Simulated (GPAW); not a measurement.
Co in GPAW: convergence with plane-wave cutoff (eV)

Co:

```xyz
2
Lattice="2.4720 0.0000 0.0000 -1.2360 2.1408 0.0000 0.0000 0.0000 4.0211" Properties=species:S:1:pos:R:3 pbc="T T T"
Co    1.2360    0.7136    3.0159
Co    0.0000    1.4272    1.0053
```

* Program: GPAW 26.7.0
* Task: convergence study
* Functional: PBE
* Potentials or basis: GPAW PAW data sets (gpaw-data 1.2.1)
* Cutoff: 200 eV
* Basis: pw
* k mesh: 8 × 8 × 4
* Occupations: fermi-dirac, width 0.05 eV
* Spin: collinear spin, ferromagnetic start
* Starting moments: [2.0, 2.0] μB

These are the settings of the first run; the series varies plane-wave cutoff (eV), with any setting tied to it.

Hardware: 1 thread of AMD EPYC 9R14 (Zen 4), on a shared host.

| plane-wave cutoff (eV) | energy less the tightest run, at zero smearing (meV/atom) | pressure (GPa) | largest force (eV/Å) | largest site moment (μB) | SCF cycles | CPU time (s) | peak memory (GiB) |
| --- | --- | --- | --- | --- | --- | --- | --- |
| 200 | 5913.00 | -451.32 | 0.000 | 1.69 | 12 | 6.4 | 0.12 |
| 250 | 971.14 | -69.76 | 0.019 | 1.67 | 11 | 6.6 | 0.12 |
| 300 | 404.81 | 1.84 | 0.000 | 1.67 | 10 | 7.2 | 0.13 |
| 350 | 386.97 | 3.68 | 0.000 | 1.67 | 11 | 8.3 | 0.13 |
| 400 | 317.53 | -2.48 | 0.000 | 1.67 | 11 | 8.1 | 0.14 |
| 500 | 96.57 | -1.64 | 0.000 | 1.67 | 11 | 11 | 0.15 |
| 600 | 17.52 | 4.56 | 0.000 | 1.67 | 11 | 12 | 0.15 |
| 800 | 6.24 | 5.66 | 0.000 | 1.67 | 11 | 22 | 0.18 |
| 1000 | 0.00 | 5.90 | 0.000 | 1.67 | 11 | 21 | 0.2 |

Against the tightest run, the largest force stays within 0.005 eV/Å from 300 on; the largest site moment stays within 0.02 μB from 200 on. Not settled before the last step: the energy (to 1 meV/atom), the pressure (to 0.1 GPa). The tightest run that finished is the yardstick and may itself not be fully converged.

Caveat, for the tightest run too: the k mesh is coarse (spacing up to 0.39 Å⁻¹), so the values aren't converged.
